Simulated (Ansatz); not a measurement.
**TaN: zone-centre modes**

Method: DFT r2SCAN, scalar-relativistic, plane waves, PAW in Ansatz 0.2.0. Cutoff 500 eV, 18×18×8 k-points (Γ-centred), Fermi-Dirac smearing of 0.15 eV. No spin polarisation. Phonons by linear response, acoustic sum rule imposed.

The cell, relaxed at this level:
```yaml
crystal:
  lattice:
    - [3.13722, 0.00000, 0.00000]
    - [-1.56861, 2.71691, 0.00000]
    - [0.00000, 0.00000, 6.07923]
  atoms:
    - { symbol: Ta, position: [0.33333, 0.66667, 0.03078] }
    - { symbol: Ta, position: [0.66667, 0.33333, 0.53078] }
    - { symbol: N, position: [0.33333, 0.66667, 0.35422] }
    - { symbol: N, position: [0.66667, 0.33333, 0.85422] }
```

In a metal, frequencies and elastic constants depend on the k mesh and the smearing, soft modes and shear constants most. Spin–orbit coupling is left out, which matters for heavy elements. A semilocal functional can close a gap that the real compound has.

Optical modes at Γ; i marks an imaginary frequency:
```
frequency (THz) degeneracy
           2.67           2
           4.91           1
          10.72           2
          14.36           2
          17.01           1
          19.88           1
```

All 9 optical modes at Γ are real: no displacement of atoms at fixed cell lowers the energy to second order. Strains and modes at other wave vectors aren't tested by this run.

This wurtzite form isn't the usual stable structure of the compound.

Cost: 1 run of about 9.8 core-minutes, on AMD EPYC 9R45 (Zen 5) (shared hosts).